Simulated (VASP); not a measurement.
# WS (Pm-3m) in VASP: reference runs

How does WS come out in PBE? The cell is run as given.

Everything below comes from runs of VASP 6.6.1. Logs are shortened: lines on timing, memory, paths and dates and some standing lists are left out, and cuts for length are marked.

## (1) The structure

Symmetry: Pm-3m, No. 221, cubic system. Conventional cell: a = 3.445 Å, b = 3.445 Å, c = 3.445 Å, α = 90.00°, β = 90.00°, γ = 90.00°. Around W (site symmetry m-3m) lie 8 S at 2.98 Å. Around S (site symmetry m-3m) lie 8 W at 2.98 Å.

The cell was built by a generator and needn't be a form met in nature.

## (2) Single point, PBE

INCAR reads:

```
SYSTEM = WS
PREC = Accurate ; ENCUT = 520
EDIFF = 1E-7 ; ISMEAR = -1
SIGMA = 0.05 ; LREAL = .False.
LASPH = .True. ; NELM = 100
ALGO = Normal ; ISIF = 2
LWAVE = .False. ; LCHARG = .False.
GGA = PE ; NBANDS = 17
```

KPOINTS reads:

```
Automatic mesh
0
Gamma
  8 8 8
  0 0 0
```

POSCAR reads:

```
WS
1.0
    3.4448484800      0.0000000000      0.0000000000
    0.0000000000      3.4448484800      0.0000000000
    0.0000000000      0.0000000000      3.4448484800
W S
1 1
Direct
    0.5000000000      0.5000000000      0.5000000000
    0.0000000000      0.0000000000      0.0000000000
```

Potentials or basis: VASP PAW PBE potentials, release 64 (W_sv, S).

Command:

```sh
> cat potpaw_PBE.64/W_sv/POTCAR potpaw_PBE.64/S/POTCAR > POTCAR
> mpirun -np 1 vasp_std > vasp.out
```

OUTCAR:

```text
SYSTEM = WS
   PREC = Accurate
   ENCUT = 520
   EDIFF = 1E-7
   ISMEAR = -1
   LREAL = .False.
   LASPH = .True.
   NELM = 100
   ISIF = 2
   GGA = PE

 ion  position               nearest neighbor table
   1  0.500  0.500  0.500-   2 2.98   2 2.98   2 2.98   2 2.98   2 2.98   2 2.98   2 2.98   2 2.98

   2  0.000  0.000  0.000-   1 2.98   1 2.98   1 2.98   1 2.98   1 2.98   1 2.98   1 2.98   1 2.98

  LATTYP: Found a simple cubic cell.
 ALAT       =     3.4448484800

  Lattice vectors:

 A1 = (   3.4448484800,   0.0000000000,   0.0000000000)
 A2 = (   0.0000000000,   3.4448484800,   0.0000000000)
 A3 = (   0.0000000000,   0.0000000000,   3.4448484800)

Analysis of symmetry for initial positions (statically):
=====================================================================
 Subroutine PRICEL returns:
 Original cell was already a primitive cell.

 Routine SETGRP: Setting up the symmetry group for a
 simple cubic supercell.

 Subroutine GETGRP returns: Found 48 space group operations
 (whereof 48 operations were pure point group operations)
 out of a pool of 48 trial point group operations.

The static configuration has the point symmetry O_h .

Analysis of symmetry for dynamics (positions and initial velocities):
=====================================================================
 Subroutine PRICEL returns:
 Original cell was already a primitive cell.

 Routine SETGRP: Setting up the symmetry group for a
 simple cubic supercell.

 Subroutine GETGRP returns: Found 48 space group operations
 (whereof 48 operations were pure point group operations)
 out of a pool of 48 trial point group operations.

The dynamic configuration has the point symmetry O_h .

 Subroutine INISYM returns: Found 48 space group operations
 (whereof 48 operations are pure point group operations),
 and found     1 'primitive' translations

----------------------------------------------------------------------------------------

                                     Primitive cell

  volume of cell :      40.8800

  direct lattice vectors                    reciprocal lattice vectors
     3.444848480  0.000000000  0.000000000     0.290288530  0.000000000  0.000000000
     0.000000000  3.444848480  0.000000000     0.000000000  0.290288530  0.000000000
     0.000000000  0.000000000  3.444848480     0.000000000  0.000000000  0.290288530

  length of vectors
     3.444848480  3.444848480  3.444848480     0.290288530  0.290288530  0.290288530

  position of ions in fractional coordinates (direct lattice)
     0.500000000  0.500000000  0.500000000
     0.000000000  0.000000000  0.000000000

  ion indices of the primitive-cell ions
   primitive index   ion index
                 1           1
                 2           2

----------------------------------------------------------------------------------------

 KPOINTS: Automatic mesh

Automatic generation of k-mesh.
 Grid dimensions read from file:
 generate k-points for:    8    8    8

 Generating k-lattice:

  Cartesian coordinates                     Fractional coordinates (reciprocal lattice)
     0.036286066  0.000000000  0.000000000     0.125000000  0.000000000  0.000000000
     0.000000000  0.036286066  0.000000000     0.000000000  0.125000000  0.000000000
     0.000000000  0.000000000  0.036286066     0.000000000  0.000000000  0.125000000

  Length of vectors
     0.036286066  0.036286066  0.036286066

  Shift w.r.t. Gamma in fractional coordinates (k-lattice)
     0.000000000  0.000000000  0.000000000

 Subroutine IBZKPT returns following result:
 ===========================================

 Found     35 irreducible k-points:

 Following reciprocal coordinates:
            Coordinates               Weight
  0.000000  0.000000  0.000000      1.000000
  0.125000  0.000000  0.000000      6.000000
  0.250000  0.000000  0.000000      6.000000
  0.375000  0.000000  0.000000      6.000000
  0.500000  0.000000  0.000000      3.000000
  0.125000  0.125000  0.000000     12.000000
[... 16 lines left out ...]
  0.375000  0.375000  0.125000     24.000000
  0.500000  0.375000  0.125000     24.000000
 [... further k-points ...]
   k-points           NKPTS =     35   k-points in BZ     NKDIM =     35   number of bands    NBANDS=     17
   number of dos      NEDOS =    301   number of ions     NIONS =      2
   total plane-waves  NPLWV =  21952
   dimension x,y,z NGX =    28 NGY =   28 NGZ =   28
   dimension x,y,z NGXF=    56 NGYF=   56 NGZF=   56
   ions per type =               1   1
   NGX,Y,Z   is equivalent  to a cutoff of  13.51, 13.51, 13.51 a.u.
   NGXF,Y,Z  is equivalent  to a cutoff of  27.03, 27.03, 27.03 a.u.
 SYSTEM =  WS
   PREC   = accura    normal or accurate (medium, high low for compatibility)
   ISTART =      0    job   : 0-new  1-cont  2-samecut
   ICHARG =      2    charge: 1-file 2-atom 10-const
   ISPIN  =      1    spin polarized calculation?
   LNONCOLLINEAR =      F non collinear calculations
   LSORBIT =      F    spin-orbit coupling
   LASPH  =      T    aspherical Exc in radial PAW
   ENCUT  =  520.0 eV  38.22 Ry    6.18 a.u.   6.41  6.41  6.41*2*pi/ulx,y,z
   NELM   =    100;   NELMIN=  2; NELMDL= -5     # of ELM steps
   EDIFF  = 0.1E-06   stopping-criterion for ELM
   LREAL  =      F    real-space projection
   EDIFFG = 0.1E-05   stopping-criterion for IOM
   NSW    =      0    number of steps for IOM
   IBRION =     -1    ionic relax: 0-MD 1-quasi-New 2-CG
   NFREE  =      0    steps in history (QN), initial steepest desc. (CG)
   ISIF   =      2    stress and relaxation
   ISYM   =      2    0-nonsym 1-usesym 2-fastsym
   POTIM  = 0.5000    time-step for ionic-motion
   TEBEG  =    0.0;   TEEND  =   0.0 temperature during run
   PSTRESS=    0.0 pullay stress
   NELECT =      20.0000    total number of electrons
   NUPDOWN=      -1.0000    fix difference up-down
   EMIN   =  10.00;   EMAX   =-10.00  energy-range for DOS
   EFERMI =   0.00;   METHOD = LEGACY
   ISMEAR =    -1;   SIGMA  =   0.05  broadening in eV -4-tet -1-fermi 0-gaus
   EFERMI_NEDOS =   21; number of points for ismear=-14 and -15
   IALGO  =     38    algorithm
   IMIX   =      4    mixing-type and parameters
     AMIX     =   0.40;   BMIX     =  1.00
     AMIX_MAG =   1.60;   BMIX_MAG =  1.00
  volume/ion in A,a.u.               =      20.44       137.94
  Fermi-wavevector in a.u.,A,eV,Ry     =   1.289975  2.437700 22.640586  1.664036
  Thomas-Fermi vector in A             =   2.421835
   LORBIT       =      0    0 simple, 1 ext, 2 COOP (PROOUT), +10 PAW based schemes
   GGA     = PE    functional components
   LHFCALC =     F    Hartree Fock is set to
   AEXX    =    0.0000 exact exchange contribution
   IVDW    =     0    specifies the selected vdW correction
   LEPSILON=     F    determine dielectric tensor
   LRPA    =     F    only Hartree local field effects (RPA)
 non-spin polarized calculation
  energy-cutoff  :      520.00
  volume of cell :       40.88
 maximum number of plane-waves:      1141
 NGX is ok and might be reduce to    28
   NGX = 13   NGY = 13   NGZ = 13

 number of electron      20.0000007 magnetization

 Free energy of the ion-electron system (eV)
  ---------------------------------------------------
  ext. energy  EPLUGINS =         0.00000000
  ---------------------------------------------------
  free energy    TOTEN  =       -14.31142134 eV

  energy without entropy =      -14.28195438  energy(sigma->0) =      -14.29668786

 E-fermi :   7.0614     XC(G=0): -11.1438

 val. band max:        7.0596664761   @ k =   0.2500   0.2500   0.0000
 cond. band min:       7.0805199967   @ k =   0.3750   0.2500   0.0000
 fundamental gap:      0.0208535206
 Fermi energy:         7.0614257141

 k-point     1 :       0.0000    0.0000    0.0000
  band No.  band energies     occupation
      1     -67.8316      2.00000
      2     -31.8832      2.00000
      3     -31.8832      2.00000
      4     -31.8832      2.00000
      5      -7.4282      2.00000
      6       4.6137      2.00000
[... 9 lines left out ...]
     16      15.6384      0.00000
     17      20.2668      0.00000

 k-point     2 :       0.1250    0.0000    0.0000
  band No.  band energies     occupation
      1     -67.8313      2.00000
      2     -31.8951      2.00000
      3     -31.8822      2.00000
      4     -31.8822      2.00000
      5      -7.3079      2.00000
      6       3.1463      2.00000
[... 9 lines left out ...]
     16      15.9005      0.00000
     17      18.5163      0.00000

 k-point     3 :       0.2500    0.0000    0.0000
  band No.  band energies     occupation
      1     -67.8305      2.00000
      2     -31.9236      2.00000
      3     -31.8799      2.00000
      4     -31.8799      2.00000
      5      -6.9890      2.00000
      6       1.5040      2.00000
[... 9 lines left out ...]
     16      15.5750      0.00000
     17      16.5590      0.00000

 k-point     4 :       0.3750    0.0000    0.0000
  band No.  band energies     occupation
      1     -67.8297      2.00000
      2     -31.9519      2.00000
      3     -31.8775      2.00000
      4     -31.8775      2.00000
      5      -6.6142      2.00000
      6       0.2832      2.00000
[... 9 lines left out ...]
     16      13.5409      0.00000
     17      15.1128      0.00000

 k-point     5 :       0.5000    0.0000    0.0000
  band No.  band energies     occupation
      1     -67.8294      2.00000
      2     -31.9636      2.00000
      3     -31.8766      2.00000
      4     -31.8766      2.00000
      5      -6.4353      2.00000
      6      -0.1838      2.00000
[... 9 lines left out ...]
     16      12.9038      0.00000
     17      14.5424      0.00000

 k-point     6 :       0.1250    0.1250    0.0000
  band No.  band energies     occupation
      1     -67.8310      2.00000
      2     -31.8944      2.00000
      3     -31.8937      2.00000
      4     -31.8813      2.00000
      5      -7.1947      2.00000
      6       2.9397      2.00000
[... 9 lines left out ...]
     16      15.8475      0.00000
     17      16.9089      0.00000

 k-point     7 :       0.2500    0.1250    0.0000
  band No.  band energies     occupation
      1     -67.8302      2.00000
      2     -31.9224      2.00000
      3     -31.8916      2.00000
      4     -31.8789      2.00000
      5      -6.8960      2.00000
      6       1.5950      2.00000
[... 9 lines left out ...]
     16      14.8759      0.00000
     17      16.4231      0.00000

 k-point     8 :       0.3750    0.1250    0.0000
  band No.  band energies     occupation
      1     -67.8294      2.00000
      2     -31.9507      2.00000
      3     -31.8891      2.00000
      4     -31.8766      2.00000
      5      -6.5492      2.00000
      6       0.4646      2.00000
[... 9 lines left out ...]
     16      13.7975      0.00000
     17      15.4965      0.00000
[... 203 lines left out ...]
      1     -67.8287      2.00000
      2     -31.9610      2.00000
      3     -31.8874      2.00000
      4     -31.8868      2.00000
      5      -6.3311      2.00000
      6       0.2279      2.00000
[... 9 lines left out ...]
     16      14.0556      0.00000
     17      14.3055      0.00000

 k-point    20 :       0.2500    0.2500    0.1250
  band No.  band energies     occupation
      1     -67.8291      2.00000
      2     -31.9192      2.00000
      3     -31.9179      2.00000
      4     -31.8881      2.00000
      5      -6.5728      2.00000
      6       1.7630      2.00000
[... 9 lines left out ...]
     16      15.6519      0.00000
     17      16.0812      0.00000

 k-point    21 :       0.3750    0.2500    0.1250
  band No.  band energies     occupation
      1     -67.8283      2.00000
      2     -31.9464      2.00000
      3     -31.9158      2.00000
      4     -31.8857      2.00000
      5      -6.3114      2.00000
      6       1.1036      2.00000
[... 9 lines left out ...]
     16      15.0194      0.00000
     17      15.6372      0.00000

 k-point    22 :       0.5000    0.2500    0.1250
  band No.  band energies     occupation
      1     -67.8280      2.00000
      2     -31.9579      2.00000
      3     -31.9147      2.00000
      4     -31.8847      2.00000
      5      -6.1925      2.00000
      6       0.7713      2.00000
[... 9 lines left out ...]
     16      14.4959      0.00000
     17      15.5466      0.00000

 k-point    23 :       0.3750    0.3750    0.1250
  band No.  band energies     occupation
      1     -67.8275      2.00000
      2     -31.9437      2.00000
      3     -31.9431      2.00000
      4     -31.8834      2.00000
      5      -6.1254      2.00000
      6       1.5349      2.00000
[... 9 lines left out ...]
     16      14.8761      0.00000
     17      16.6505      0.00000

 k-point    24 :       0.5000    0.3750    0.1250
  band No.  band energies     occupation
      1     -67.8272      2.00000
      2     -31.9547      2.00000
      3     -31.9421      2.00000
      4     -31.8824      2.00000
      5      -6.0429      2.00000
      6       1.4782      2.00000
[... 9 lines left out ...]
     16      14.5047      0.00000
     17      16.9671      0.00000

 [... further k-points ...]

------------------------ aborting loop because EDIFF is reached ----------------------------------------

  FORCE on cell =-STRESS in cart. coord.  units (eV):
  Direction    XX          YY          ZZ          XY          YZ          ZX
  --------------------------------------------------------------------------------------
  -------------------------------------------------------------------------------------
  Total       -9.0638833     -9.0638833     -9.0638833      0.0000000      0.0000000      0.0000000
  in kB     -355.2339888   -355.2339888   -355.2339888      0.0000000      0.0000000      0.0000000
  external PRESSURE =    -355.2339888 kB  Pullay stress =       0.0000000 kB

 VOLUME and BASIS-vectors are now :
 -----------------------------------------------------------------------------
  energy-cutoff  :      520.00
  volume of cell :       40.88
      direct lattice vectors                 reciprocal lattice vectors
     3.444848480  0.000000000  0.000000000     0.290288530  0.000000000  0.000000000
     0.000000000  3.444848480  0.000000000     0.000000000  0.290288530  0.000000000
     0.000000000  0.000000000  3.444848480     0.000000000  0.000000000  0.290288530

 POSITION                                       TOTAL-FORCE (eV/Angst)
 -----------------------------------------------------------------------------------
      1.72242      1.72242      1.72242         0.000000      0.000000      0.000000
      0.00000      0.00000      0.00000         0.000000      0.000000      0.000000
 -----------------------------------------------------------------------------------
    total drift:                                0.000000      0.000000      0.000000

  FREE ENERGIE OF THE ION-ELECTRON SYSTEM (eV)
  ---------------------------------------------------
  free  energy   TOTEN  =       -14.3114213395 eV

  energy  without entropy=      -14.2819543767  energy(sigma->0) =      -14.29668786
```

It took 13 s on 1 thread of AMD EPYC 9R45 (Zen 5), shared host; peak memory 0.14 GiB.

Results:

```
Free energy            : -14.3114 eV
Pressure               : -35.5 GPa
Band gap on the k mesh : none (metal or under the smearing width)
```

Caveat: a pressure of tens of GPa on the cell as given is suspect, and the run, the potentials or the cell itself is likely at fault. The run has no spin-orbit coupling, so splittings on W are missing.
